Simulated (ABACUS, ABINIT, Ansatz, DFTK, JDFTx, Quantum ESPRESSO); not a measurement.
# One calculation of LiH, 7 ways

```
Li H
1.0
     0.00000    2.03675    2.03675
     2.03675    0.00000    2.03675
     2.03675    2.03675    0.00000
Li H
1 1
Direct
  0.00000 0.00000 0.00000
  0.50000 0.50000 0.50000
```

Alike in all runs: task single point; functional PBE; k mesh 11 × 11 × 11; occupations fermi-dirac, width 0.05 eV; no spin polarisation; no spin-orbit coupling. Pressure is positive in compression and, in plane waves, holds the error of the finite cutoff, which Ansatz's Pulay term estimates and takes out.

| program and potentials | plane-wave cutoff (eV) | notes | pressure (GPa) |
| --- | --- | --- | --- |
| ABINIT, JTH PAW PBE v2.0 | 680 | - | -1.86 |
| DFTK, PseudoDojo SR PBE 0.4.1 standard (PBE) | 1007 | - | -1.68 |
| Ansatz, Ansatz PAW (earlier soft set) | 420 | Pulay term of +0.09 GPa included | -1.64 |
| Ansatz, all-electron LAPW, scalar-relativistic | - | - | -1.66 |
| ABACUS, PseudoDojo NC SR 0.4.1 PBE standard, plane waves | 1007 | - | -1.68 |
| Quantum ESPRESSO, SSSP 1.3 efficiency PBE | 816 | - | ? |
| JDFTx, PseudoDojo-SR-PBE-0.5-standard | 1007 | - | -1.68 |

Problem. Estimate from the other rows what the run with Quantum ESPRESSO, SSSP 1.3 efficiency PBE gave.

Solution. Pressure -1.65 GPa. The other rows, which needn't bracket it: pressure -1.86 to -1.64.
